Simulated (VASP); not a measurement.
# KI (Fm-3m) in VASP: settings compared, part 2 of 3

VASP 6.6.1.

### 3 Single point, revPBE+D3(BJ)

This run uses another cell than the first one, of 43.61 Å³/atom, 0.943 times its volume.

INCAR

```
SYSTEM = KI
  ALGO = Normal
  EDIFF = 1E-6
  ENCUT = 520
  GGA = RE
  ISIF = 2
  ISMEAR = 0
  IVDW = 12
  LASPH = .True.
  LCHARG = .False.
  LREAL = .False.
  LWAVE = .False.
  NBANDS = 15
  NELM = 100
  PREC = Accurate
  SIGMA = 0.01
```

KPOINTS

```
k-points
0
Gamma
  4 4 4
  0 0 0
```

POSCAR

```
KI
1.0
    0.0000000000      3.5198899224      3.5198899224
    3.5198899224      0.0000000000      3.5198899224
    3.5198899224      3.5198899224      0.0000000000
K I
1 1
Direct
    0.0000000000      0.0000000000      0.0000000000
    0.5000000000      0.5000000000      0.5000000000
```

Potentials or basis: VASP PAW PBE potentials, release 64 (K_sv, I).

Command:

```console
$ cat potpaw_PBE.64/K_sv/POTCAR potpaw_PBE.64/I/POTCAR > POTCAR
$ mpirun -np 1 vasp_std > vasp.out
```

OUTCAR:

```text
SYSTEM = KI
   EDIFF = 1E-6
   ENCUT = 520
   GGA = RE
   ISIF = 2
   ISMEAR = 0
   IVDW = 12
   LASPH = .True.
   LREAL = .False.
   NELM = 100
   PREC = Accurate
 IVDW          = 12

 ion  position               nearest neighbor table
   1  0.000  0.000  0.000-   2 3.52   2 3.52   2 3.52   2 3.52   2 3.52   2 3.52
   2  0.500  0.500  0.500-   1 3.52   1 3.52   1 3.52   1 3.52   1 3.52   1 3.52

  LATTYP: Found a face centered cubic cell.
 ALAT       =     7.0397798448

  Lattice vectors:

 A1 = (   0.0000000000,   3.5198899224,   3.5198899224)
 A2 = (   3.5198899224,   0.0000000000,   3.5198899224)
 A3 = (   3.5198899224,   3.5198899224,   0.0000000000)

Analysis of symmetry for initial positions (statically):
=====================================================================
 Subroutine PRICEL returns:
 Original cell was already a primitive cell.

 Routine SETGRP: Setting up the symmetry group for a
 face centered cubic supercell.

 Subroutine GETGRP returns: Found 48 space group operations
 (whereof 48 operations were pure point group operations)
 out of a pool of 48 trial point group operations.

The static configuration has the point symmetry O_h .

Analysis of symmetry for dynamics (positions and initial velocities):
=====================================================================
 Subroutine PRICEL returns:
 Original cell was already a primitive cell.

 Routine SETGRP: Setting up the symmetry group for a
 face centered cubic supercell.

 Subroutine GETGRP returns: Found 48 space group operations
 (whereof 48 operations were pure point group operations)
 out of a pool of 48 trial point group operations.

The dynamic configuration has the point symmetry O_h .

 Subroutine INISYM returns: Found 48 space group operations
 (whereof 48 operations are pure point group operations),
 and found     1 'primitive' translations

----------------------------------------------------------------------------------------

                                     Primitive cell

  volume of cell :      87.2202

  direct lattice vectors                    reciprocal lattice vectors
     0.000000000  3.519889922  3.519889922    -0.142049897  0.142049897  0.142049897
     3.519889922  0.000000000  3.519889922     0.142049897 -0.142049897  0.142049897
     3.519889922  3.519889922  0.000000000     0.142049897  0.142049897 -0.142049897

  length of vectors
     4.977876066  4.977876066  4.977876066     0.246037638  0.246037638  0.246037638

  position of ions in fractional coordinates (direct lattice)
     0.000000000  0.000000000  0.000000000
     0.500000000  0.500000000  0.500000000

  ion indices of the primitive-cell ions
   primitive index   ion index
                 1           1
                 2           2

----------------------------------------------------------------------------------------

 KPOINTS: k-points

Automatic generation of k-mesh.
 Grid dimensions read from file:
 generate k-points for:    4    4    4

 Generating k-lattice:

  Cartesian coordinates                     Fractional coordinates (reciprocal lattice)
    -0.035512474  0.035512474  0.035512474     0.250000000  0.000000000  0.000000000
     0.035512474 -0.035512474  0.035512474     0.000000000  0.250000000  0.000000000
     0.035512474  0.035512474 -0.035512474     0.000000000  0.000000000  0.250000000

  Length of vectors
     0.061509410  0.061509410  0.061509410

[... 22 lines left out ...]
   dimension x,y,z NGXF=    80 NGYF=   80 NGZF=   80
   ions per type =               1   1
   NGX,Y,Z   is equivalent  to a cutoff of  13.36, 13.36, 13.36 a.u.
   NGXF,Y,Z  is equivalent  to a cutoff of  26.72, 26.72, 26.72 a.u.
 SYSTEM =  KI
   PREC   = accura    normal or accurate (medium, high low for compatibility)
   ISTART =      0    job   : 0-new  1-cont  2-samecut
   ICHARG =      2    charge: 1-file 2-atom 10-const
   ISPIN  =      1    spin polarized calculation?
   LNONCOLLINEAR =      F non collinear calculations
   LSORBIT =      F    spin-orbit coupling
   LASPH  =      T    aspherical Exc in radial PAW
   ENCUT  =  520.0 eV  38.22 Ry    6.18 a.u.   9.26  9.26  9.26*2*pi/ulx,y,z
   NELM   =    100;   NELMIN=  2; NELMDL= -5     # of ELM steps
   EDIFF  = 0.1E-05   stopping-criterion for ELM
   LREAL  =      F    real-space projection
   EDIFFG = 0.1E-04   stopping-criterion for IOM
   NSW    =      0    number of steps for IOM
   IBRION =     -1    ionic relax: 0-MD 1-quasi-New 2-CG
   NFREE  =      0    steps in history (QN), initial steepest desc. (CG)
   ISIF   =      2    stress and relaxation
   ISYM   =      2    0-nonsym 1-usesym 2-fastsym
   POTIM  = 0.5000    time-step for ionic-motion
   TEBEG  =    0.0;   TEEND  =   0.0 temperature during run
   PSTRESS=    0.0 pullay stress
   NELECT =      16.0000    total number of electrons
   NUPDOWN=      -1.0000    fix difference up-down
   EMIN   =  10.00;   EMAX   =-10.00  energy-range for DOS
   EFERMI =   0.00;   METHOD = LEGACY
   ISMEAR =     0;   SIGMA  =   0.01  broadening in eV -4-tet -1-fermi 0-gaus
   EFERMI_NEDOS =   21; number of points for ismear=-14 and -15
   IALGO  =     38    algorithm
   IMIX   =      4    mixing-type and parameters
     AMIX     =   0.40;   BMIX     =  1.00
     AMIX_MAG =   1.60;   BMIX_MAG =  1.00
  volume/ion in A,a.u.               =      43.61       294.30
  Fermi-wavevector in a.u.,A,eV,Ry     =   0.930199  1.757821 11.772709  0.865270
  Thomas-Fermi vector in A             =   2.056562
   LORBIT       =      0    0 simple, 1 ext, 2 COOP (PROOUT), +10 PAW based schemes
   GGA     = RE    functional components
   LHFCALC =     F    Hartree Fock is set to
   AEXX    =    0.0000 exact exchange contribution
   IVDW    =    12    specifies the selected vdW correction
   LEPSILON=     F    determine dielectric tensor
   LRPA    =     F    only Hartree local field effects (RPA)
 non-spin polarized calculation
 Gauss-broadening in eV      SIGMA  =   0.01
  energy-cutoff  :      520.00
  volume of cell :       87.22
 maximum number of plane-waves:      2397
 NGX is ok and might be reduce to    40
   NGX = 19   NGY = 19   NGZ = 19

 number of electron      15.9999999 magnetization

 Free energy of the ion-electron system (eV)
  ---------------------------------------------------
  ext. energy  EPLUGINS =         0.00000000
  ---------------------------------------------------
  free energy    TOTEN  =        -5.19969560 eV

  energy without entropy =       -5.19969560  energy(sigma->0) =       -5.19969560

 E-fermi :  -0.1920     XC(G=0):  -6.9660

 val. band max:       -0.2624335449   @ k =   0.0000   0.0000   0.0000
 cond. band min:       3.9873778941   @ k =   0.0000   0.0000   0.0000
 fundamental gap:      4.2498114390
 Fermi energy:        -0.1919728792

 k-point     1 :       0.0000    0.0000    0.0000
  band No.  band energies     occupation
      1     -28.8296      2.00000
      2     -12.2836      2.00000
      3     -12.2836      2.00000
      4     -12.2836      2.00000
      5     -10.7425      2.00000
      6      -0.2624      2.00000
      7      -0.2624      2.00000
      8      -0.2624      2.00000
      9       3.9874      0.00000
     10       6.3768      0.00000
     11       6.3768      0.00000
     12       6.3768      0.00000
     13       7.0480      0.00000
     14       7.0480      0.00000
[... 113 lines left out ...]
      2     -12.3333      2.00000
      3     -12.3150      2.00000
      4     -12.3150      2.00000
      5     -10.5387      2.00000
      6      -0.9763      2.00000
      7      -0.9763      2.00000
      8      -0.8530      2.00000
      9       6.3875      0.00000
     10       6.3875      0.00000
     11       6.5741      0.00000
     12       8.1341      0.00000
     13       8.6924      0.00000
     14       9.5207      0.00000
     15       9.8970      0.00000

------------------------ aborting loop because EDIFF is reached ----------------------------------------

 Edisp (eV)   -0.83671

 E8    (eV) :    -0.6094

  FORCE on cell =-STRESS in cart. coord.  units (eV):
  Direction    XX          YY          ZZ          XY          YZ          ZX
  --------------------------------------------------------------------------------------
  -------------------------------------------------------------------------------------
  Total       0.01333     0.01333     0.01333     0.00000     0.00000    -0.00000
  in kB       0.24487     0.24487     0.24487     0.00000     0.00000    -0.00000
  external pressure =        0.24 kB  Pullay stress =        0.00 kB

 VOLUME and BASIS-vectors are now :
 -----------------------------------------------------------------------------
  energy-cutoff  :      520.00
  volume of cell :       87.22
      direct lattice vectors                 reciprocal lattice vectors
     0.000000000  3.519889922  3.519889922    -0.142049897  0.142049897  0.142049897
     3.519889922  0.000000000  3.519889922     0.142049897 -0.142049897  0.142049897
     3.519889922  3.519889922  0.000000000     0.142049897  0.142049897 -0.142049897

 POSITION                                       TOTAL-FORCE (eV/Angst)
 -----------------------------------------------------------------------------------
      0.00000      0.00000      0.00000        -0.000000      0.000000      0.000000
      3.51989      3.51989      3.51989         0.000000     -0.000000     -0.000000
 -----------------------------------------------------------------------------------
    total drift:                                0.000000     -0.000000     -0.000000

  FREE ENERGIE OF THE ION-ELECTRON SYSTEM (eV)
  ---------------------------------------------------
  free  energy   TOTEN  =        -6.0364076119 eV

  energy  without entropy=       -6.0364076119  energy(sigma->0) =       -6.03640761
```

stdout:

```text
POSCAR found type information on POSCAR K I
 POSCAR found :  2 types and       2 ions
 scaLAPACK will be used
 -----------------------------------------------------------------------------
|                                                                             |
|                                                                             |
|     You enforced a specific xc type in the INCAR file but a different       |
|     I HOPE YOU KNOW WHAT YOU ARE DOING!                                     |
|                                                                             |
 -----------------------------------------------------------------------------

 LDA part: xc-table for (Slater+PW92), standard interpolation
 POSCAR, INCAR and KPOINTS ok, starting setup
 FFT: planning ... GRIDC
 FFT: planning ... GRID_SOFT
 FFT: planning ... GRID
 WAVECAR not read
 entering main loop
```

Run time: 18 s. Hardware: 1 thread of Intel Xeon Platinum 8488C (Sapphire Rapids), shared host; peak memory 0.23 GiB.

What came out:

```
Free energy                : -6.0364 eV
Pressure                   : 0.0 GPa
Band gap on the k mesh     : 4.25 eV, direct
Dispersion energy per atom : -0.418 eV
```

Levels at points of the mesh, in eV from the valence-band top:
```csv
k point,band 4,band 5,band 6,band 7,band 8,band 9,band 10,band 11,band 12,band 13
"(0.00, 0.00, 0.00)",-12.02,-10.48,0.00,0.00,0.00,4.25,6.64,6.64,6.64,7.31
"(0.50, 0.00, 0.00)",-12.02,-10.20,-1.29,-0.34,-0.34,5.75,7.94,8.30,8.30,8.87
"(0.50, 0.50, 0.00)",-12.04,-10.33,-0.98,-0.36,-0.36,5.11,6.00,8.18,8.85,9.12
```

Caveat: the PAW data sets were made with another functional, which shifts forces and pressure a little; spin-orbit coupling is left out, which moves the levels of the heavy elements.

### 4 Single point, r2SCAN+rVV10

This run uses another cell than the first one, of 42.97 Å³/atom, 0.930 times its volume.

POSCAR

```
KI
1.0
    0.0000000000      3.5026451982      3.5026451982
    3.5026451982      0.0000000000      3.5026451982
    3.5026451982      3.5026451982      0.0000000000
K I
1 1
Direct
    0.0000000000      0.0000000000      0.0000000000
    0.5000000000      0.5000000000      0.5000000000
```

INCAR.step1

```
PREC = Accurate
ENCUT = 520
ISMEAR = 0
SIGMA = 0.01
LREAL = False
LASPH = True
NELM = 60
NBANDS = 15
GGA = PE
ALGO = Normal
EDIFF = 1E-4
LWAVE = True
LCHARG = False
```

INCAR.step2

```
PREC = Accurate
ENCUT = 520
EDIFF = 1E-6
ISMEAR = 0
SIGMA = 0.01
LREAL = False
LASPH = True
NELM = 60
ALGO = Normal
ISIF = 2
LWAVE = False
LCHARG = False
METAGGA = R2SCAN
LMIXTAU = True
LUSE_VDW = True
IVDW_NL = 2
BPARAM = 11.95
CPARAM = 0.0093
NBANDS = 15
ISTART = 1
```

KPOINTS

```
regular mesh
0
Gamma
  4 4 4
```

Command:

```console
$ cat potpaw_PBE.64/K_sv/POTCAR potpaw_PBE.64/I/POTCAR > POTCAR
$ cp INCAR.step1 INCAR
$ mpirun -np 1 vasp_std > vasp.out
$ cp INCAR.step2 INCAR
$ mpirun -np 1 vasp_std > vasp.out
```

It took 3 min on 1 thread of Intel Xeon Platinum 8488C (Sapphire Rapids), shared host; peak memory 0.48 GiB.

Results (log left out):

```yaml
Free_energy: -33.4377 eV
Pressure: 0.1 GPa
Band_gap_on_the_k_mesh: 4.58 eV, direct
```

Levels at points of the mesh, in eV from the valence-band top:
```
           k point  band 6  band 7  band 8  band 9  band 10  band 11
(0.00, 0.00, 0.00)    0.00    0.00    0.00    4.58     6.98     6.98
(0.50, 0.00, 0.00)   -1.40   -0.36   -0.36    5.95     8.33     8.76
(0.50, 0.50, 0.00)   -1.08   -0.39   -0.39    5.24     6.50     8.85
```

Caveat: the PAW data sets were made with another functional, which shifts forces and pressure a little; spin-orbit coupling is left out, which moves the levels of the heavy elements.

[end of part 2 of 3]
